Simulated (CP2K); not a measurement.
As:

```
As
1.0
     2.70368    0.00000    0.00000
     0.00000    2.70368    0.00000
     0.00000    0.00000    2.70368
As
1
Direct
  0.50000 0.50000 0.50000
```

This isn't the form of As at room conditions, which is rhombohedral.

Base run:

```yaml
Program: CP2K 2026.2
Functional: PBE
Potentials_or_basis: GTH_POTENTIALS As GTH-PADE-q5; DZVP-MOLOPT-SR-GTH basis
Density_cutoff: 6123 eV
k_mesh: 10 × 10 × 10
Occupations: fermi-dirac, width 0.05 eV
Spin: no spin polarisation
```

Its results: band gap on the k mesh none (metal or under the smearing width); pressure -1.3 GPa.

Problem. The run is repeated on the same cell with these changes: potentials or basis from GTH_POTENTIALS As GTH-PADE-q5; DZVP-MOLOPT-SR-GTH basis to POTENTIAL_UZH As GTH-PBE0-q5; DZVP-MOLOPT-SR-GTH basis; potentials from As GTH-PADE-q5 of GTH_POTENTIALS to As GTH-PBE0-q5 of POTENTIAL_UZH. What comes out?

Solution. Band gap on the k mesh none (metal or under the smearing width); pressure 1.1 GPa.

Caveats: the basis of atomic orbitals isn't converged, which shifts pressures, moduli and gaps; the potentials were made for another functional, which shifts forces and pressure (some runs).
